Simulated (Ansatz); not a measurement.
(210) slab cut from the bulk of TiC, Fm-3m (No. 225); the slab's formula is TiC:

```
CELL_PARAMETERS angstrom
4.29337 0.00000 0.00000
-2.14669 4.80013 0.00000
0.00000 0.00000 25.56030
ATOMIC_POSITIONS crystal
Ti 0.70000 0.40000 0.29342
C 0.20000 0.40000 0.29342
Ti 0.40000 0.80000 0.33098
C 0.90000 0.80000 0.33098
Ti 0.10000 0.20000 0.36854
C 0.60000 0.20000 0.36854
Ti 0.80000 0.60000 0.40610
C 0.30000 0.60000 0.40610
Ti 0.50000 0.00000 0.44366
C 0.00000 0.00000 0.44366
Ti 0.20000 0.40000 0.48122
C 0.70000 0.40000 0.48122
Ti 0.90000 0.80000 0.51878
C 0.40000 0.80000 0.51878
Ti 0.60000 0.20000 0.55634
C 0.10000 0.20000 0.55634
Ti 0.30000 0.60000 0.59390
C 0.80000 0.60000 0.59390
Ti 0.00000 0.00000 0.63146
C 0.50000 0.00000 0.63146
Ti 0.70000 0.40000 0.66902
C 0.20000 0.40000 0.66902
Ti 0.40000 0.80000 0.70658
C 0.90000 0.80000 0.70658
```

The calculation used DFT PBEsol, scalar-relativistic, plane waves, PAW (Ansatz 0.2.0). Cutoff 420 eV; k points 9×7×1 on the computed 24-atom cell (Γ-centred); Gaussian smearing, width 0.10 eV; no spin polarisation. A dipole correction removes the field between periodic images along c.

Q: What forces act on the atoms?

A:
```json
{"atom": "Ti1", "Fx (eV/Å)": "0.002", "Fy (eV/Å)": "1.735", "Fz (eV/Å)": "2.203"}
{"atom": "C2", "Fx (eV/Å)": "0.005", "Fy (eV/Å)": "0.926", "Fz (eV/Å)": "-0.179"}
{"atom": "Ti3", "Fx (eV/Å)": "-0.005", "Fy (eV/Å)": "-1.674", "Fz (eV/Å)": "1.533"}
{"atom": "C4", "Fx (eV/Å)": "-0.001", "Fy (eV/Å)": "-1.384", "Fz (eV/Å)": "-1.191"}
{"atom": "Ti5", "Fx (eV/Å)": "-0.002", "Fy (eV/Å)": "-0.116", "Fz (eV/Å)": "-0.747"}
{"atom": "C6", "Fx (eV/Å)": "0.001", "Fy (eV/Å)": "-0.028", "Fz (eV/Å)": "-1.443"}
{"atom": "Ti7", "Fx (eV/Å)": "0.001", "Fy (eV/Å)": "0.181", "Fz (eV/Å)": "0.503"}
{"atom": "C8", "Fx (eV/Å)": "-0.001", "Fy (eV/Å)": "0.481", "Fz (eV/Å)": "-0.597"}
{"atom": "Ti9", "Fx (eV/Å)": "0.002", "Fy (eV/Å)": "-0.065", "Fz (eV/Å)": "0.177"}
{"atom": "C10", "Fx (eV/Å)": "0.000", "Fy (eV/Å)": "-0.031", "Fz (eV/Å)": "-0.067"}
{"atom": "Ti11", "Fx (eV/Å)": "0.000", "Fy (eV/Å)": "-0.117", "Fz (eV/Å)": "-0.015"}
{"atom": "C12", "Fx (eV/Å)": "0.000", "Fy (eV/Å)": "0.011", "Fz (eV/Å)": "-0.244"}
{"atom": "Ti13", "Fx (eV/Å)": "0.000", "Fy (eV/Å)": "0.117", "Fz (eV/Å)": "0.015"}
{"atom": "C14", "Fx (eV/Å)": "0.000", "Fy (eV/Å)": "-0.011", "Fz (eV/Å)": "0.244"}
{"atom": "Ti15", "Fx (eV/Å)": "-0.002", "Fy (eV/Å)": "0.065", "Fz (eV/Å)": "-0.177"}
{"atom": "C16", "Fx (eV/Å)": "0.000", "Fy (eV/Å)": "0.031", "Fz (eV/Å)": "0.067"}
{"atom": "Ti17", "Fx (eV/Å)": "-0.001", "Fy (eV/Å)": "-0.181", "Fz (eV/Å)": "-0.503"}
{"atom": "C18", "Fx (eV/Å)": "0.001", "Fy (eV/Å)": "-0.481", "Fz (eV/Å)": "0.597"}
{"atom": "Ti19", "Fx (eV/Å)": "0.002", "Fy (eV/Å)": "0.116", "Fz (eV/Å)": "0.747"}
{"atom": "C20", "Fx (eV/Å)": "-0.001", "Fy (eV/Å)": "0.028", "Fz (eV/Å)": "1.443"}
{"atom": "Ti21", "Fx (eV/Å)": "0.005", "Fy (eV/Å)": "1.674", "Fz (eV/Å)": "-1.533"}
{"atom": "C22", "Fx (eV/Å)": "0.001", "Fy (eV/Å)": "1.384", "Fz (eV/Å)": "1.191"}
{"atom": "Ti23", "Fx (eV/Å)": "-0.002", "Fy (eV/Å)": "-1.735", "Fz (eV/Å)": "-2.203"}
{"atom": "C24", "Fx (eV/Å)": "-0.005", "Fy (eV/Å)": "-0.926", "Fz (eV/Å)": "0.179"}
```

Cost: 1 run of about 7 core-minutes, on Arm Neoverse V2 (shared hosts).